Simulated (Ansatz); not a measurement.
Write the native input for Ansatz 0.2.0 that does the following.

| Item | Value |
| --- | --- |
| Task | single point |
| Functional | PBE |
| Potentials or basis | all-electron LAPW, scalar-relativistic |
| Cutoff | 147 eV (chosen from the basis error) |
| Basis error allowed | 0.001 eV/atom |
| k mesh | 7 × 7 × 7 |
| Occupations | gaussian, width 0.029 eV |
| Spin | no spin polarisation |

TePb:

```xyz
2
Lattice="4.0023 0.0000 0.0000 0.0000 4.0023 0.0000 0.0000 0.0000 4.0023" Properties=species:S:1:pos:R:3 pbc="T T T"
Pb    0.0000    0.0000    0.0000
Te    2.0011    2.0011    2.0011
```

Measurements of this composition are mostly on another form, of space group No. 225.

One way to write it, as run:

input.yaml

```yaml
crystal:
  lattice:
    - [4.002287, 0.0, 0.0]
    - [0.0, 4.002287, 0.0]
    - [0.0, 0.0, 4.002287]
  atoms:
    - { symbol: Pb, position: [0.0, 0.0, 0.0] }
    - { symbol: Te, position: [0.5, 0.5, 0.5] }
kpoints:
  mp_grid: { grid: [7, 7, 7] }
scf:
  occupations: { method: gaussian, width: 0.029 }
hamiltonian:
  xc: pbe
  pseudopotentials: { kind: all_electron, lapw: { basis_error: 0.001 } }
output:
  forces: true
  stress: true
  eigenvalues: true
```

Potentials or basis: all-electron LAPW, scalar-relativistic.

Launch:

```console
$ ansatz run input.yaml --threads 1 --pin off --max-ram 3072MiB --backend cpu --events-out ev --progress --plain --runs-dir out
```

It gave:

```yaml
Pressure: 0.1 GPa
Band_gap_on_the_k_mesh: none (metal or under the smearing width)
```

Run time: 13 s on 1 thread of Intel(R) Xeon(R) Processor @ 2.50GHz (Skylake/Cascade Lake), on a shared host, peak memory 0.3 GiB.
